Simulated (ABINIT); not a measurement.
Input of an ABINIT 10.8.3 (patched build) run:

File run.abi:

```
ndtset 3

pp_dirpath "./"
pseudos "Ta.upf, N.upf"

acell 3*1.0
rprim
     0.0000000000     4.1787948431     4.1787948431
     4.1787948431     0.0000000000     4.1787948431
     4.1787948431     4.1787948431     0.0000000000
ntypat 2
znucl 73 7
natom 2
typat 1 2
xred
            1/2            1/2            1/2
            0.0            0.0            0.0

ecut 35.0

ngkpt 6 6 6
nshiftk 4
shiftk
     0.5000000000     0.5000000000     0.5000000000
     0.5000000000     0.0000000000     0.0000000000
     0.0000000000     0.5000000000     0.0000000000
     0.0000000000     0.0000000000     0.5000000000
istwfk *1

ixc 7

occopt 3
tsmear 0.00183747

nstep 80

iomode 3
prteig 0
prtebands 0

nband1 13
tolvrs1 1.0e-12
prtden1 1
prtwf1 0
kptopt1 1

iscf2 -3
getden2 1
nband2 19
nbdbuf2 4
tolwfr2 1.0e-12
nstep2 120
prtden2 0
kptopt2 1

optdriver3 8
wfk_task3 "wfk_optics_fullbz"
getwfk3 2
nband3 15
kptopt3 1
prtevk3 1
inclvkb3 2
```

Contents of optic.abi:

```
&FILES
 ddkfile_1 = 'runo_DS3_1_EVK.nc',
 ddkfile_2 = 'runo_DS3_2_EVK.nc',
 ddkfile_3 = 'runo_DS3_3_EVK.nc',
 wfkfile = 'runo_DS3_WFK.nc'
/
&PARAMETERS
 broadening = 0.003675,
 domega = 0.002,
 maxomega = 0.8,
 scissor = 0.000000,
 tolerance = 0.002
/
&COMPUTATIONS
 num_lin_comp = 1,
 lin_comp = 11,
 num_nonlin_comp = 0
/
```

Potentials or basis: PseudoDojo NC SR LDA v0.4.1 standard.

Launch:

```console
$ abinit run.abi > log 2>&1
$ optic optic.abi > optic.log 2>&1
```

Question: What does it give for the pressure?

Answer: -20.3 GPa.

Dielectric function (mean over the directions given):
```csv
energy (eV),real part,imaginary part
0.54,-116.03,57.26
1.20,-16.22,5.16
1.85,-3.99,6.24
2.50,0.41,3.74
3.16,2.72,1.11
3.81,5.14,5.42
4.46,6.62,2.49
5.12,4.74,6.50
5.88,5.08,7.95
6.53,5.99,7.95
7.18,3.57,5.94
7.84,2.51,10.02
8.49,1.69,6.03
9.14,1.21,7.13
9.80,-0.59,6.04
10.56,-1.95,6.74
11.21,-0.47,5.10
11.86,-3.96,5.09
12.52,-1.54,2.81
13.17,-1.12,2.50
13.82,-1.37,1.12
14.48,-1.82,2.00
15.24,-0.47,0.65
15.89,-0.10,1.91
16.55,-0.19,1.59
17.20,0.21,1.32
17.85,-0.87,1.36
18.50,0.13,0.91
19.16,0.37,0.94
19.92,0.16,1.54
```

Caveat: the intraband (Drude) term is left out; spectra need much finer meshes, so this one isn't converged; independent-particle spectra lack excitons; so large a pressure means that the cell lies far from this level's equilibrium, or that cutoff or potentials fall short. Spin-orbit coupling is left out, which matters for the levels of Ta.
